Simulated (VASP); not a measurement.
# SrO, surface energy: which settings are enough?

SrO, slab, 8 atoms in the cell. PBEsol; PAW potentials Sr_sv, O (PBE set). VASP 6.6.1.

Wanted: surface energy within 0.02 J/m²; top spacing change within 0.8 % of the bulk spacing; face levels within 0.05 eV.

Crystal: SrO, Fm-3m; Vacuum (Å): 12; k-point spacing in the plane (1/Å): 0.35; Face: (1 0 0).

Face levels: vacuum level at each face, counted from the middle of the gap.

The series start from free planes on each face: 2; EDIFFG: -0.02; SCF threshold EDIFF (eV): 1e-6; ionic algorithm: IBRION 2; LREAL: .FALSE.; Cutoff ENCUT (eV): 525; atomic planes: 4. Each series keeps the choices made before it, and each single choice may use up half of a tolerance. Times cover all steps of a run.

## EDIFFG

| EDIFFG | Surface energy (J/m²) | Top spacing change (% of the bulk spacing) | Face levels, largest deviation (eV) | Time (s) |
|---|---|---|---|---|
| -0.1 | 0.572 | -2.79 | 0.020 | 130 |
| -0.05 | 0.572 | -2.92 | 0.033 | 145 |
| -0.02 | 0.570 | -3.13 | 0.003 | 209 |
| -0.01 | 0.570 | -3.19 | 0.000 | 231 |
| -0.005 (reference) | 0.570 | -3.18 | 0.000 | 230 |

Chosen: -0.02, the loosest value from which every tighter one stays within half of the tolerance.

## SCF threshold EDIFF (eV)

| SCF threshold EDIFF (eV) | Surface energy (J/m²) | Top spacing change (% of the bulk spacing) | Face levels, largest deviation (eV) | Time (s) |
|---|---|---|---|---|
| 0.0001 | 0.570 | -3.06 | 0.017 | 169 |
| 1e-5 | 0.570 | -3.14 | 0.017 | 177 |
| 1e-6 | 0.570 | -3.13 | 0.000 | 209 |
| 1e-7 (reference) | 0.570 | -3.12 | 0.000 | 268 |

Chosen: 0.0001.

## Ionic algorithm

| Ionic algorithm | Surface energy (J/m²) | Top spacing change (% of the bulk spacing) | Face levels, largest deviation (eV) | Time (s) |
|---|---|---|---|---|
| IBRION 2 | 0.570 | -3.06 | 0.000 | 169 |
| IBRION 1 | 0.570 | -3.18 | 0.012 | 131 |
| IBRION 1, MAXMIX 40 | 0.571 | -3.01 | 0.013 | 129 |
| IBRION 2, POTIM 0.2 | 0.570 | -3.23 | 0.051 | 155 |
| IBRION 3 | 0.570 | -3.05 | 0.016 | 190 |

Chosen: IBRION 1, MAXMIX 40; it saves 40.0 s of 169, so IBRION 2 would do nearly as well.

## LREAL

| LREAL | Surface energy (J/m²) | Top spacing change (% of the bulk spacing) | Face levels, largest deviation (eV) | Time (s) |
|---|---|---|---|---|
| .FALSE. | 0.571 | -3.01 | 0.000 | 129 |
| Auto | 0.570 | -3.11 | 0.000 | 197 |

Chosen: .FALSE.; no other choice that stays within half of the tolerance saves 30 % of the time.

## Cutoff ENCUT (eV)

| Cutoff ENCUT (eV) | Surface energy (J/m²) | Top spacing change (% of the bulk spacing) | Face levels, largest deviation (eV) | Time (s) |
|---|---|---|---|---|
| 400 | 0.569 | -3.16 | 0.001 | 76 |
| 460 | 0.571 | -3.02 | 0.011 | 121 |
| 525 | 0.571 | -3.01 | 0.008 | 129 |
| 600 (reference) | 0.570 | -3.18 | 0.000 | 143 |

Chosen: 400.

## Atomic planes

| Atomic planes | Surface energy (J/m²) | Top spacing change (% of the bulk spacing) | Face levels, largest deviation (eV) | Time (s) |
|---|---|---|---|---|
| 3 | 0.584 | -2.16 | 0.071 | 45 |
| 4 | 0.569 | -3.16 | 0.005 | 76 |
| 5 | 0.573 | -2.75 | 0.017 | 100 |
| 7 (reference) | 0.573 | -2.80 | 0.000 | 262 |

Chosen: 4.

## All choices together

| Input | Surface energy (J/m²) | Top spacing change (% of the bulk spacing) | Face levels, largest deviation (eV) | Time (s) |
|---|---|---|---|---|
| program defaults, thin vacuum, coarse mesh (naive) | 0.571 | -3.12 | 0.124 | 23 |
| chosen settings | 0.569 | -3.16 | 0.004 | 76 |
| reference settings throughout | 0.573 | -2.96 | 0.000 | 1221 |

The tolerance is met.

Values of the reference run: Face levels: 2.352, 2.352 eV.

## The input

INCAR.step1:
```
PREC     = Accurate       # precision mode
ENCUT    = 400            # plane-wave cutoff, eV
EDIFF    = 1E-4           # SCF threshold, eV
ISMEAR   = 0              # smearing method
SIGMA    = 0.05           # smearing width, eV
LREAL    = False          # projectors in reciprocal space
LASPH    = True           # aspherical terms in the spheres
ALGO     = Normal         # electronic algorithm
NELM     = 120            # most SCF steps
LWAVE    = False          # write WAVECAR
LCHARG   = False          # write CHGCAR
GGA      = PS             # functional
KPAR     = 8             
```

INCAR.step3, as INCAR.step1 but for:
```
+ LVHAR = True
+ LVACPOTAV = True
+ LDIPOL = True
+ IDIPOL = 3
+ DIPOL = 0.5 0.5 0.5
+ IBRION = 1
+ NSW = 80
+ EDIFFG = -0.02
+ ISIF = 2
+ MAXMIX = 40
+ NELMIN = 4
```

KPOINTS.step1:
```
Automatic mesh
0
Gamma
  5 5 21
  0 0 0
```

KPOINTS.step2:
```
Automatic mesh
0
Gamma
  5 5 1
  0 0 0
```

POSCAR.step1:
```
SrO
1.0
    3.6292962651      0.0000000000      0.0000000000
    0.0000000000      3.6292962651      0.0000000000
    1.8146481326      1.8146481326      2.5663000000
Sr O
1 1
Direct
    0.5000000000      0.5000000000      0.0000000000
    0.0000000000      0.0000000000      0.0000000000
```

POSCAR.step2:
```
SrO
1.0
    3.6292962651      0.0000000000      0.0000000000
    0.0000000000      3.6292962651      0.0000000000
    0.0000000000      0.0000000000     19.6989000013
Sr O
4 4
Direct
    0.7500000000      0.7500000000      0.3045855352
    0.2500000000      0.2500000000      0.4348618451
    0.7500000000      0.7500000000      0.5651381549
    0.2500000000      0.2500000000      0.6954144648
    0.2500000000      0.2500000000      0.3045855352
    0.7500000000      0.7500000000      0.4348618451
    0.2500000000      0.2500000000      0.5651381549
    0.7500000000      0.7500000000      0.6954144648
```

Commands (each step's output is kept before the next begins):
```
cat potpaw_PBE.64/Sr_sv/POTCAR potpaw_PBE.64/O/POTCAR > POTCAR
cp INCAR.step1 INCAR
cp KPOINTS.step1 KPOINTS
cp POSCAR.step1 POSCAR
mpirun -np 8 vasp_std > vasp.out
rm WAVECAR CHG
cp KPOINTS.step2 KPOINTS
cp POSCAR.step2 POSCAR
mpirun -np 8 vasp_std > vasp.out
rm WAVECAR CHG
cp INCAR.step3 INCAR
mpirun -np 8 vasp_std > vasp.out
```

Limits: The face is cut as in the bulk; no reconstruction is tried.

The chosen input took VASP 6.6.1 76 s on 8 cores (Intel Xeon Platinum 8375C @ 2.90GHz (Ice Lake)), a shared host.

## An input that fails: ionic steps asked for in every step of the chain, without IBRION and POTIM

VASP's message: Fatal error! IBRION=0, but no entry for POTIM on file INCAR. MUST be specified!.

k-point spacing in the plane (1/Å): 0.35 becomes 0.9.

Changes against the starting input:
```
- ISMEAR = 0
+ ISMEAR = -5
+ NSW = 30
```
